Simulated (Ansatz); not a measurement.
# WS2 in Ansatz: further runs

The runs below take WS2 through single point, with PBEsol.

Everything below comes from runs of Ansatz 0.2.0. Logs are shortened: lines on timing, memory, paths and dates and some standing lists are left out, and cuts for length are marked.

## Step 1: The slab as given

The cell holds a slab with vacuum, 3 atoms: a = 3.184 Å, b = 3.184 Å, c = 16.951 Å, α = 90.00°, β = 90.00°, γ = 120.00°.

## Step 2: Single point, PBEsol, 46.62 Å³/atom (volume scaled by 0.94)

input.yaml reads:

```yaml
crystal:
  lattice:
    - [3.1185283984, 0.0, 0.0]
    - [-1.5592641992, 2.7007248154, 0.0]
    - [0.0, 0.0, 16.6045506357]
  atoms:
    - { symbol: W, position: [0.0, 0.0, 0.0] }
    - { symbol: S, position: [0.3333333333, 0.6666666667, 0.09200051] }
    - { symbol: S, position: [0.3333333333, 0.6666666667, 0.90799949] }
kpoints:
  mp_grid: { grid: [10, 10, 2] }
scf:
  occupations: { method: fermi_dirac, width: 0.05 }
hamiltonian:
  xc: pbesol
  pseudopotentials: { kind: all_electron, lapw: { basis_error: 0.001 } }
output:
  forces: true
  stress: true
  eigenvalues: true
```

Potentials or basis: all-electron LAPW, scalar-relativistic.

Started as:

```console
ansatz run input.yaml --threads 2 --pin off --max-ram 8192MiB --backend cpu --events-out ev --progress --plain --runs-dir out
```

Log:

```text
Warning: RAYON_NUM_THREADS=2 ignored (pool sized by the plan → 2); use --threads N
LAPW: plane waves up to 8.864 Å⁻¹, error target 1.0e-3 eV per atom; small_component_spin mean_spin; S in spheres of 1.014 Å, 14 of its electrons in bands, Dirac shells []; W in spheres of 1.347 Å, 44 of its electrons in bands, Dirac shells [] (how accurate: hamiltonian.pseudopotentials.lapw.basis_error, Limitations)
Engine: ansatz 0.2.0, x86_64-unknown-linux-gnu
Pseudopotentials: kind: all_electron
Pseudopotential: W, LAPW, valence charge 44, lapw/all_electron/scalar/gaussian/W, Koelling and Harmon's equation, gaussian nucleus
Pseudopotential: S, LAPW, valence charge 14, lapw/all_electron/scalar/gaussian/S, Koelling and Harmon's equation, gaussian nucleus
Functional definition: PBEsol
  exchange = pbesol_x
  correlation = pbesol_c
Crystal: 3 atoms, lattice volume = 139.848 Å³
Basis set: ecut = 299.3189120451839 eV, 1661 PW (Γ), exchange–correlation at level 2
Bands: 44, of which v1, the nominal top of the filled ones, is band 36 counted from 1 (35 counted from 0)
Symmetry: 12 space group operations
Space group: P-6m2 (ITA 187), of the structure as read, at distance tolerance 5.2e-5 Å
k-points: 28 of 200 (time reversal used)
Non-local potential: W, projectors of the file, none
Non-local potential: S, projectors of the file, none
Initial density: superposition of atomic densities (neutral atoms: chi_scale 0, normalization atom)
Initial wavefunctions: plane waves of lowest kinetic energy (no species holds an atomic orbital)
Functional: x = pbesol(κ = 0.804, μ = 0.12345679012345678), c = pbesol(β = 0.046)
iter 1 solved again at ethr=1.45e-3 eV; its pass at ethr=1.00e-1 eV (dr2=1.04e0 eV) is discarded
SCF iter   1: F=—  HF=-460768.107960 eV  |F-HF|=—  |Δ(HF+E_count)|=         —  Δρ=2.36e-2  dr2=1.04e0  ethr=1.45e-3  ⟨swp⟩=2.1  Hψ=7899  notcnv=0
preconditioner: auto → Resta (q_TF=auto, 2.443 Å⁻¹)  ε∞=1.7  [insulator: Δε(μ)=1.963 eV  Ē_g=20.955 eV  σ=0.050 eV  W_gap=1.00  n_scr=30 (ndim 8)  ℏωp=17.8 eV  f_vac=0.641  D(μ)=0.00/eV (n_scr^D=0)  ε∞_Penn≈1.7  vacuum switching on, ρ_ref=3.2e-2 e/Å³]
SCF iter   2: F=—  HF=-460767.699948 eV  |F-HF|=—  |Δ(HF+E_count)|=   4.08e-1  Δρ=9.02e-3  dr2=1.37e-1  ethr=1.45e-3  ⟨swp⟩=3.1  Hψ=4064  notcnv=0
SCF iter   3: F=—  HF=-460767.686051 eV  |F-HF|=—  |Δ(HF+E_count)|=   1.39e-2  Δρ=6.18e-3  dr2=1.01e-1  ethr=1.90e-4  ⟨swp⟩=3.1  Hψ=3990  notcnv=0
iter 4 solved again at ethr=1.33e-5 eV; its pass at ethr=1.40e-4 eV (dr2=9.58e-3 eV) is discarded
SCF iter   4: F=—  HF=-460767.661720 eV  |F-HF|=—  |Δ(HF+E_count)|=   2.43e-2  Δρ=2.44e-3  dr2=9.60e-3  ethr=1.33e-5  ⟨swp⟩=2.0  Hψ=6118  notcnv=0
SCF iter   5: F=—  HF=-460767.660686 eV  |F-HF|=—  |Δ(HF+E_count)|=         —  Δρ=6.13e-4  dr2=4.20e-4  ethr=1.33e-5  ⟨swp⟩=2.0  Hψ=3449  notcnv=0
the basis was enlarged: its passes take 184.2 KiB over the memory plan, 2 of 2 planned eigensolver slots
SCF iter   6: F=—  HF=-460767.660572 eV  |F-HF|=—  |Δ(HF+E_count)|=   1.14e-4  Δρ=1.85e-4  dr2=4.07e-5  ethr=5.84e-7  ⟨swp⟩=2.1  Hψ=3452  notcnv=0
SCF iter   7: F=—  HF=-460767.660595 eV  |F-HF|=—  |Δ(HF+E_count)|=   2.37e-5  Δρ=2.38e-5  dr2=6.79e-7  ethr=5.65e-8  ⟨swp⟩=3.0  Hψ=3583  notcnv=0
SCF iter   8: F=-460767.660596 eV  HF=-460767.660596 eV  |F-HF|=4.07e-8  |Δ(HF+E_count)|=   6.35e-7  Δρ=5.53e-6  dr2=2.74e-8  ethr=9.43e-10  ⟨swp⟩=3.0  Hψ=3650  notcnv=0
SCF 1 converged in 8 iterations: F = -460767.660596 eV  dr2 = 2.74e-8
SCF converged after 8 iterations
Free energy (F): -460767.660596 eV
Harris-Foulkes:  -460767.660596 eV  (|F-HF|=4.07e-8)
Internal energy: -460767.660596 eV  (E = F + TS)
E sigma→0 (E₀):  -460767.660596 eV
Fermi energy:    2.598836 eV
--- Per-component energies (eV) ---
  E_band       = -8203.460303
  E_kinetic    = 513487.222278
  E_xc         = -10067.295400
  E_electrostatic = -964187.587474  (all electrons and nuclei)
  E_smearing   = -0.000000  (= −TS)
  E_closure    = 0.000000  (closes the sum)
  E_atoms      = -460744.039139  (free atoms, spherical and without spin; not in F)
  Σ components = -460767.660596   (vs F -460767.660596, Δ=0.00e0)
  Basis errors (estimates in eV, not in F): energy 4.9e-4 per atom: plane waves 4.4e-4 (2.6e-4 summed), levels above the bands 5.6e-65, relativity 2.4e-8, radial functions 4.5e-5, core shells 4.3e-8; eigenvalues (radial functions only) 1.9e-6; not estimated: angular momenta, meshes, grids; target (lapw.basis_error) 1.0e-3; muffin-tin radii S 1.014 Å, W 1.347 Å
--- Forces (eV/Å), atoms counted from 1 ---
  atom   1  W     -0.00000000    -0.00000000     0.00000000
  atom   2  S     -0.00000000    -0.00000000     1.07681972
  atom   3  S      0.00000000    -0.00000000    -1.07681972
  max |Σ_I F_I| component: 4.86e-17 eV/Å
--- Stress (GPa, compression-positive) ---
        2.479047       0.000000       0.000000
        0.000000       2.479047       0.000000
        0.000000       0.000000       3.771685
  P = ⅓ Tr σ = 2.9099 GPa (29.099 kbar)
--- Band table (eV; the first three rows and the last of 28) ---
  k-point 0: bands = ["-415.7473", "-415.7463", "-415.7463", "-231.0408", "-231.0408", "-231.0321", "-231.0321", "-231.0217", "-203.3629", "-203.3629", "-148.4320", "-148.4320", "-148.4320", "-148.4320", "-148.3803", "-148.3803", "-72.1714", "-36.5396", "-36.3185", "-36.3185", "-26.4162", "-26.4162", "-26.4114", "-26.3931", "-26.3931", "-26.3916", "-26.3880", "-13.5825", "-11.6819", "-5.1053", "-1.5129", "-1.5129", "-0.5580", "-0.1311", "-0.1311", "1.5434", "4.6635", "4.6635", "4.9606", "4.9606", "6.7735", "7.1872", "7.2611", "8.4049"]
  k-point 1: bands = ["-415.7473", "-415.7463", "-415.7463", "-231.0408", "-231.0408", "-231.0321", "-231.0321", "-231.0217", "-203.3629", "-203.3629", "-148.4320", "-148.4320", "-148.4320", "-148.4320", "-148.3803", "-148.3803", "-72.1714", "-36.5396", "-36.3185", "-36.3185", "-26.4162", "-26.4162", "-26.4114", "-26.3931", "-26.3931", "-26.3916", "-26.3880", "-13.5825", "-11.6819", "-5.1053", "-1.5129", "-1.5129", "-0.5580", "-0.1311", "-0.1311", "1.5434", "4.6635", "4.6635", "4.9606", "4.9606", "6.8728", "6.9390", "7.4185", "8.4411"]
  k-point 2: bands = ["-415.7473", "-415.7463", "-415.7463", "-231.0408", "-231.0408", "-231.0321", "-231.0321", "-231.0217", "-203.3629", "-203.3629", "-148.4320", "-148.4320", "-148.4320", "-148.4320", "-148.3803", "-148.3803", "-72.1692", "-36.5317", "-36.3609", "-36.3282", "-26.4164", "-26.4156", "-26.4101", "-26.3939", "-26.3934", "-26.3910", "-26.3895", "-13.3994", "-11.6224", "-4.8992", "-1.9392", "-1.3309", "-1.1941", "-0.4047", "0.2079", "1.4557", "4.5199", "4.5319", "4.7893", "5.0028", "7.0983", "7.3899", "7.9372", "8.6686"]
  k-point 27: bands = ["-415.7473", "-415.7463", "-415.7463", "-231.0408", "-231.0408", "-231.0321", "-231.0321", "-231.0217", "-203.3629", "-203.3629", "-148.4320", "-148.4320", "-148.4320", "-148.4320", "-148.3803", "-148.3803", "-72.1457", "-36.6599", "-36.5665", "-36.4479", "-26.4153", "-26.4116", "-26.4057", "-26.3991", "-26.3979", "-26.3961", "-26.3847", "-10.8951", "-10.7823", "-4.5274", "-4.2498", "-2.9483", "-2.3586", "-1.8520", "-0.6696", "1.3830", "3.7136", "5.1083", "5.8061", "7.5489", "8.3684", "9.1263", "10.8324", "11.7969"]
```

It took 31 s on 2 threads of Intel Xeon Platinum 8259CL at 2.50GHz (Skylake/Cascade Lake), shared host; peak memory 0.57 GiB.

What came out:

* Free energy: -460767.6606 eV
* Largest force: 1.077 eV/Å
* Band gap on the k mesh: 2.17 eV, indirect (least direct gap 2.33 eV)

Caveat: spin-orbit coupling is left out, which moves the levels of the heavy elements.

## Step 3: Single point, PBEsol, 47.61 Å³/atom (volume scaled by 0.96)

Changes to input.yaml since step 2:

```diff
@@ -2,5 +2,5 @@
   lattice:
-    - [3.1185283984, 0.0, 0.0]
-    - [-1.5592641992, 2.7007248154, 0.0]
-    - [0.0, 0.0, 16.6045506357]
+    - [3.1404905896, 0.0, 0.0]
+    - [-1.5702452948, 2.7197446309, 0.0]
+    - [0.0, 0.0, 16.7214879437]
   atoms:
```

Potentials or basis: all-electron LAPW, scalar-relativistic.

Started as:

```console
ansatz run input.yaml --threads 2 --pin off --max-ram 8192MiB --backend cpu --events-out ev --progress --plain --runs-dir out
```

It took 32 s on 2 threads of Intel Xeon Platinum 8259CL at 2.50GHz (Skylake/Cascade Lake), shared host; peak memory 0.57 GiB.

It converged, with:

| Item | Value |
| --- | --- |
| Free energy | -460767.7007 eV |
| Largest force | 0.645 eV/Å |
| Band gap on the k mesh | 2.11 eV, indirect (least direct gap 2.27 eV) |

Caveat: spin-orbit coupling is left out, which moves the levels of the heavy elements.

## Step 4: Single point, PBEsol, 48.60 Å³/atom (volume scaled by 0.98)

Changes to input.yaml since step 3:

```diff
@@ -2,5 +2,5 @@
   lattice:
-    - [3.1404905896, 0.0, 0.0]
-    - [-1.5702452948, 2.7197446309, 0.0]
-    - [0.0, 0.0, 16.7214879437]
+    - [3.1621498298, 0.0, 0.0]
+    - [-1.5810749149, 2.7385020831, 0.0]
+    - [0.0, 0.0, 16.8368121945]
   atoms:
```

Started as:

```console
ansatz run input.yaml --threads 2 --pin off --max-ram 8192MiB --backend cpu --events-out ev --progress --plain --runs-dir out
```

Run time: 33 s. Hardware: 2 threads of Intel Xeon Platinum 8259CL at 2.50GHz (Skylake/Cascade Lake), shared host; peak memory 0.57 GiB.

It converged, with:

* Free energy: -460767.7149 eV
* Largest force: 0.245 eV/Å
* Band gap on the k mesh: 2.04 eV, indirect (least direct gap 2.21 eV)

Caveat: spin-orbit coupling is left out, which moves the levels of the heavy elements.

## Step 5: Single point, PBEsol, 49.59 Å³/atom

Changes to input.yaml since step 4:

```diff
@@ -2,5 +2,5 @@
   lattice:
-    - [3.1621498298, 0.0, 0.0]
-    - [-1.5810749149, 2.7385020831, 0.0]
-    - [0.0, 0.0, 16.8368121945]
+    - [3.1835163552, 0.0, 0.0]
+    - [-1.5917581776, 2.7570060369, 0.0]
+    - [0.0, 0.0, 16.95057789]
   atoms:
```

Started as:

```console
ansatz run input.yaml --threads 2 --pin off --max-ram 8192MiB --backend cpu --events-out ev --progress --plain --runs-dir out
```

Run time: 34 s. Hardware: 2 threads of Intel Xeon Platinum 8259CL at 2.50GHz (Skylake/Cascade Lake), shared host; peak memory 0.56 GiB.

The run converged. Its results:

| Item | Value |
| --- | --- |
| Free energy | -460767.7059 eV |
| Largest force | 0.124 eV/Å |
| Band gap on the k mesh | 1.99 eV, indirect (least direct gap 2.15 eV) |

Caveat: spin-orbit coupling is left out, which moves the levels of the heavy elements.

## Step 6: Single point, PBEsol, 50.58 Å³/atom (volume scaled by 1.02)

Changes to input.yaml since step 5:

```diff
@@ -2,5 +2,5 @@
   lattice:
-    - [3.1835163552, 0.0, 0.0]
-    - [-1.5917581776, 2.7570060369, 0.0]
-    - [0.0, 0.0, 16.95057789]
+    - [3.2045998594, 0.0, 0.0]
+    - [-1.6022999297, 2.7752648871, 0.0]
+    - [0.0, 0.0, 17.0628366442]
   atoms:
```

Potentials or basis: all-electron LAPW, scalar-relativistic.

Started as:

```console
ansatz run input.yaml --threads 2 --pin off --max-ram 8192MiB --backend cpu --events-out ev --progress --plain --runs-dir out
```

Wall time 33 s (2 threads of Intel Xeon Platinum 8259CL at 2.50GHz (Skylake/Cascade Lake), shared host); peak memory 0.57 GiB.

It converged, with:

| Property | Result |
| --- | --- |
| Free energy | -460767.6761 eV |
| Largest force | 0.465 eV/Å |
| Band gap on the k mesh | 1.93 eV, indirect (least direct gap 2.09 eV) |

Caveat: spin-orbit coupling is left out, which moves the levels of the heavy elements.

## Step 7: Single point, PBEsol, 51.58 Å³/atom (volume scaled by 1.04)

Changes to input.yaml since step 6:

```diff
@@ -2,5 +2,5 @@
   lattice:
-    - [3.2045998594, 0.0, 0.0]
-    - [-1.6022999297, 2.7752648871, 0.0]
-    - [0.0, 0.0, 17.0628366442]
+    - [3.2254095325, 0.0, 0.0]
+    - [-1.6127047662, 2.7932865927, 0.0]
+    - [0.0, 0.0, 17.1736373894]
   atoms:
```

Started as:

```console
ansatz run input.yaml --threads 2 --pin off --max-ram 8192MiB --backend cpu --events-out ev --progress --plain --runs-dir out
```

Wall time 31 s (2 threads of Intel Xeon Platinum 8259CL at 2.50GHz (Skylake/Cascade Lake), shared host); peak memory 0.55 GiB.

The run converged. Its results:

| Property | Result |
| --- | --- |
| Free energy | -460767.6276 eV |
| Largest force | 0.781 eV/Å |
| Band gap on the k mesh | 1.88 eV, indirect (least direct gap 2.04 eV) |

Caveat: spin-orbit coupling is left out, which moves the levels of the heavy elements.

## Step 8: Single point, PBEsol, 52.57 Å³/atom (volume scaled by 1.06)

Changes to input.yaml since step 7:

```diff
@@ -2,5 +2,5 @@
   lattice:
-    - [3.2254095325, 0.0, 0.0]
-    - [-1.6127047662, 2.7932865927, 0.0]
-    - [0.0, 0.0, 17.1736373894]
+    - [3.2459540962, 0.0, 0.0]
+    - [-1.6229770481, 2.8110787067, 0.0]
+    - [0.0, 0.0, 17.2830265641]
   atoms:
```

Started as:

```console
ansatz run input.yaml --threads 2 --pin off --max-ram 8192MiB --backend cpu --events-out ev --progress --plain --runs-dir out
```

Run time: 29 s. Hardware: 2 threads of Intel Xeon Platinum 8259CL at 2.50GHz (Skylake/Cascade Lake), shared host; peak memory 0.55 GiB.

Results (log left out):

```yaml
Free_energy: -460767.5623 eV
Largest_force: 1.073 eV/Å
Band_gap_on_the_k_mesh: 1.82 eV, indirect (least direct gap 1.98 eV)
```

Caveat: spin-orbit coupling is left out, which moves the levels of the heavy elements.

## Step 9: For comparison

An earlier run on the cell as given: functional PBEsol; potentials or basis all-electron LAPW, scalar-relativistic; cutoff 283 eV (chosen from the basis error); basis error allowed 0.001 eV/atom; k mesh 10 × 10 × 2; occupations fermi-dirac, width 0.05 eV; no spin polarisation.

- Largest force: 0.124 eV/Å
- Band gap on the k mesh: 1.99 eV, indirect (least direct gap 2.15 eV)
